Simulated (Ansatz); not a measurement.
InSe: optical spectrum with revPBE

Crystal: InSe.

```
In Se
1.0
     1.97297    1.13909    8.32593
    -1.97297    1.13909    8.32593
     0.00000   -2.27819    8.32593
In Se
2 2
Direct
  0.88860 0.88860 0.88860
  0.00000 0.00000 0.00000
  0.17190 0.17190 0.17190
  0.38350 0.38350 0.38350
```

The cell isn't the ideal one: volume scaled by 0.96.

```
Program                              : Ansatz 0.2.0
Task                                 : optical spectrum
Functional                           : revPBE
Potentials or basis                  : all-electron LAPW, scalar-relativistic
Cutoff                               : 305 eV (chosen from the basis error)
Basis error allowed                  : 0.0005 eV/atom
k mesh                               : 8 × 8 × 8
Occupations                          : fermi-dirac, width 0.01 eV
Spin                                 : collinear spin, ferrimagnetic start
Starting moments                     : [0.5, -0.25, 0.0, 0.0] μB
Search for lower states              : off
Empty bands summed for spectra up to : 6 eV
Optics k mesh                        : 8 × 8 × 8
Broadening                           : 0.2 eV
```

| Quantity | Value |
| --- | --- |
| Band gap on the k mesh | 0.66 eV, direct |
| Net moment | 0.00 μB per cell |
| Absolute moment | 0.00 μB per cell |

Levels at points of the mesh, in eV from the valence-band top:
Spin up:
| k point | band 42 | band 43 | band 44 | band 45 | band 46 | band 47 | band 48 | band 49 |
| --- | --- | --- | --- | --- | --- | --- | --- | --- |
| (0.00, 0.00, 0.00) | -1.35 | -1.35 | -1.26 | -1.26 | 1.87 | 2.28 | 4.49 | 4.49 |
| (0.00, 0.00, -0.50) | -2.49 | -2.45 | -2.34 | -1.74 | 1.26 | 2.11 | 3.72 | 4.06 |
| (0.00, -0.50, -0.50) | -2.78 | -2.62 | -2.15 | -1.57 | 1.30 | 2.06 | 3.36 | 3.66 |
| (-0.50, -0.50, -0.50) | -1.43 | -1.18 | -1.18 | 0.00 | 0.66 | 2.30 | 4.40 | 4.40 |
Spin down:
```
              k point  band 41  band 42  band 43  band 44  band 45  band 46  band 47  band 48  band 49  band 50
   (0.00, 0.00, 0.00)    -1.56    -1.35    -1.35    -1.26    -1.26     1.87     2.28     4.49     4.49     5.31
  (0.00, 0.00, -0.50)    -3.61    -2.49    -2.45    -2.34    -1.74     1.26     2.11     3.72     4.06     4.93
 (0.00, -0.50, -0.50)    -3.35    -2.78    -2.62    -2.15    -1.57     1.30     2.06     3.36     3.66     4.49
(-0.50, -0.50, -0.50)    -1.43    -1.43    -1.18    -1.18     0.00     0.66     2.30     4.40     4.40     5.73
```

Dielectric function (mean over the directions given):
```tsv
energy (eV)	real part	imaginary part
0.30	9.49	0.06
0.40	9.73	0.26
0.50	9.86	0.76
0.70	8.81	1.40
0.80	8.38	0.90
1.00	8.88	0.09
1.10	9.25	0.05
1.30	9.90	0.16
1.40	10.32	0.28
1.60	11.07	1.33
1.70	10.84	2.01
1.90	10.02	1.97
2.00	10.13	1.66
2.20	10.74	1.23
2.30	11.45	0.97
2.40	12.58	1.02
2.60	14.75	3.15
2.70	14.88	4.64
2.90	14.71	6.62
3.00	14.80	7.77
3.20	13.76	10.76
3.30	12.70	11.64
3.50	10.90	14.03
3.60	8.46	14.89
3.80	5.29	12.44
3.90	5.54	11.66
4.10	5.35	12.12
4.20	4.76	12.28
4.30	4.26	12.31
4.50	2.98	13.15
4.60	1.33	13.18
4.80	-0.41	10.80
4.90	-0.34	10.15
5.10	-0.96	9.20
5.20	-1.07	8.34
5.40	-0.29	7.25
5.50	0.10	7.13
5.70	0.73	7.36
5.80	0.82	7.75
6.00	0.30	8.56
```

Wall time 7.1 min on 2 threads of Arm Neoverse V2, on a shared host, peak memory 1.3 GiB.

Caveat: local fields are left out; spectra need much finer meshes, so this one isn't converged; independent-particle spectra lack excitons; spin-orbit coupling is left out, which moves the levels of the heavy elements; the starting moments weren't kept. A k mesh can miss the band edges.
